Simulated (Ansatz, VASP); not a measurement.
MgS: VASP beside Ansatz

```
Mg S
1.0
     0.05203    2.62767    2.62767
     2.62767    0.05203    2.62767
     2.62767    2.62767    0.05203
Mg S
1 1
Cartesian
  0.0000 0.0000 0.0000
  2.6537 2.6537 2.6537
```

Change from the starting cell: equal xy, yz and zx shear strains of +2 %.

Alike in both runs: task single point; functional PBEsol; k mesh 10 × 10 × 10; occupations fermi-dirac, width 0.03 eV; no spin polarisation.

|  | VASP | Ansatz |
| --- | --- | --- |
| version | VASP 6.6.1 | Ansatz 0.2.0 |
| potentials or method | VASP PAW PBE potentials, release 64 (Mg, S), cutoff 520 eV | all-electron LAPW, scalar-relativistic |

|  | VASP | Ansatz | Ansatz less VASP |
| --- | --- | --- | --- |
| gap on the k mesh at the Fermi level (eV) | 2.59 | 2.59 | 0.000 |
| pressure (GPa) | -1.1 | -0.9 | +0.20 |
| largest component of the traceless stress (GPa) | 1.10 | 1.10 | 0.000 |

Ansatz ran all-electron here, so the differences hold the error of VASP's frozen core and of both bases.

Caveats: the PAW data sets were made with another functional, which shifts forces and pressure a little (VASP). A k mesh can miss the band edges.
